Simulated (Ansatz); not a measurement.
## BN: single point with PBEsol

The system is BN.

```
N B
1.0
     0.00000    3.49532    2.16609
     1.25163    0.00000    2.16609
     1.25163    3.49532    0.00000
N B
1 1
Direct
  0.66665 0.66665 0.33335
  0.00005 0.00005 0.99995
```

Measurements of this composition are mostly on another form, of space group No. 194.

```json
{
 "Program": "Ansatz 0.2.0",
 "Task": "single point",
 "Functional": "PBEsol",
 "Potentials or basis": "all-electron LAPW, scalar-relativistic",
 "Cutoff": "525 eV (chosen from the basis error)",
 "Basis error allowed": "0.001 eV/atom",
 "k mesh": "13 × 13 × 13",
 "Occupations": "gaussian, width 0.05 eV",
 "Spin": "no spin polarisation"
}
```

* Pressure: 0.5 GPa
* Largest force: 0.010 eV/Å
* Band gap on the k mesh: 3.80 eV, indirect (least direct gap 4.59 eV)

Forces in eV/Å, atoms in the order of the input:
```
N    0.000  0.000 -0.010
B    0.000  0.000  0.010
```

Stress tensor (GPa, compression positive):
```
0.69 0.00 0.00
0.00 0.22 0.00
0.00 0.00 0.73
```

Levels at points of the mesh, in eV from the valence-band top:
| k point | band 4 | band 5 | band 6 | band 7 | band 8 | band 9 |
| --- | --- | --- | --- | --- | --- | --- |
| (0.00, 0.00, 0.00) | -4.51 | -1.40 | -1.39 | 4.68 | 11.47 | 11.53 |

It took 58 s on 1 thread of Intel(R) Xeon(R) Processor @ 2.70GHz (shared host), peak memory 0.6 GiB.

Caveat: an odd mesh through Γ misses points on the zone boundary, where band edges often lie.
